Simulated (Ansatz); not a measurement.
## What a trial cell of Cr relaxes into

The calculation used DFT PBE, scalar-relativistic, plane waves, PAW in Ansatz. Cutoff 420 eV, Γ-centred k mesh, Gaussian smearing, no spin polarisation in the final step.

Cr was placed on the sites of a reported N cell (P2_13, No. 198), at a guessed volume.

```
Cr
1.0
     3.93243    0.00000    0.00000
     0.00000    3.93243    0.00000
     0.00000    0.00000    3.93243
Cr
4
Cartesian
  0.1180 0.1180 0.1180
  1.8482 3.8145 2.0842
  2.0842 1.8482 3.8145
  3.8145 2.0842 1.8482
```

Steps on the 4×4×4 mesh (4 atoms). 6 of 6 steps are shown, and the free energy counts from the last. Trial steps that were taken back and renewals of the plane-wave basis can be among the rows.

```csv
step,ΔF (meV/atom),V (Å³/atom),P (GPa),largest force component (eV/Å)
1,447.3,15.20,-31.48,0.110
2,98.6,13.05,-15.24,0.266
3,44.6,11.16,18.69,0.143
4,-1.0,12.01,-1.72,0.003
5,-1.5,11.93,-0.06,0.001
6,0.0,11.93,0.01,0.001
```

A final relaxation ran on a 26×26×26 mesh. The relaxed crystal, Fm-3m (No. 225):

```
Cr
1.0
     0.00000    1.81105    1.81105
     1.81105    0.00000    1.81105
     1.81105    1.81105    0.00000
Cr
1
Cartesian
  0.0000 0.0000 0.0000
```

* Volume per atom: 11.88 Å³
* Density: 7.27 g/cm³
* Energy over the standard structure: 0.41 eV/atom
* Gap on the 26×26×26 mesh: 0 eV (a metal)

Energies count from the standard state of Cr at the same level.

The final run used a 26×26×26 mesh on its 1-atom cell and 0.10 eV smearing. The k mesh leaves about 4 meV/atom of noise in metals.

Symmetry constrained the relaxation, so the result can be a saddle point.